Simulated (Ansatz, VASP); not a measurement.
# CoSi in VASP and in Ansatz

Contents of INCAR:

```
SYSTEM = CoSi
ALGO = Normal ; EDIFF = 1E-7
ENCUT = 520 ; GGA = PE
ISIF = 2 ; ISMEAR = -1
LASPH = .True. ; LCHARG = .True.
LELF = .True. ; LREAL = .False.
LVHAR = .True. ; LWAVE = .False.
NBANDS = 21 ; NELM = 60
PREC = Accurate ; SIGMA = 0.05
```

KPOINTS

```
k-points
0
Gamma
  11 11 6
  0 0 0
```

POSCAR

```
CoSi
1.0
    3.3799025570      0.0000000000      0.0000000000
   -1.6899512785      2.9270814767      0.0000000000
    0.0000000000      0.0000000000      5.0236242146
Co Si
2 2
Direct
    0.0000000000      0.0000000000      0.0000000000
    0.0000000000      0.0000000000      0.5000000000
    0.3333333333      0.6666666667      0.2500000000
    0.6666666667      0.3333333333      0.7500000000
```

Input for Ansatz:

```yaml
crystal:
  lattice:
    - [3.379902557, 0.0, 0.0]
    - [-1.6899512785, 2.9270814767, 0.0]
    - [0.0, 0.0, 5.0236242146]
  atoms:
    - { symbol: Co, position: [0.0, 0.0, 0.0] }
    - { symbol: Co, position: [0.0, 0.0, 0.5] }
    - { symbol: Si, position: [0.3333333333, 0.6666666667, 0.25] }
    - { symbol: Si, position: [0.6666666667, 0.3333333333, 0.75] }
kpoints:
  mp_grid: { grid: [11, 11, 6] }
scf:
  occupations: { method: fermi_dirac, width: 0.05 }
hamiltonian:
  xc: pbe
  pseudopotentials: { kind: all_electron, lapw: { basis_error: 0.0005 } }
output:
  forces: true
  stress: true
  eigenvalues: true
  populations: true
```

Alike in both runs: task single point; functional PBE; k mesh 11 × 11 × 6; occupations fermi-dirac, width 0.05 eV; no spin polarisation.

|  | VASP | Ansatz |
| --- | --- | --- |
| version | VASP 6.6.1 | Ansatz 0.2.0 |
| potentials or method | VASP PAW PBE potentials, release 64 (Co, Si) | all-electron LAPW, scalar-relativistic |
| plane-wave cutoff (eV) | 520 | see its input |

|  | VASP | Ansatz | Ansatz less VASP |
| --- | --- | --- | --- |
| pressure (GPa) | -0.1 | 0.0 | +0.17 |
| largest component of the traceless stress (GPa) | 0.16 | 0.02 | -0.142 |

Ansatz ran all-electron here, so the differences hold the error of VASP's frozen core and of both bases.

Spin polarisation is off, so any magnetic state and its effect on volume and gap are missing.
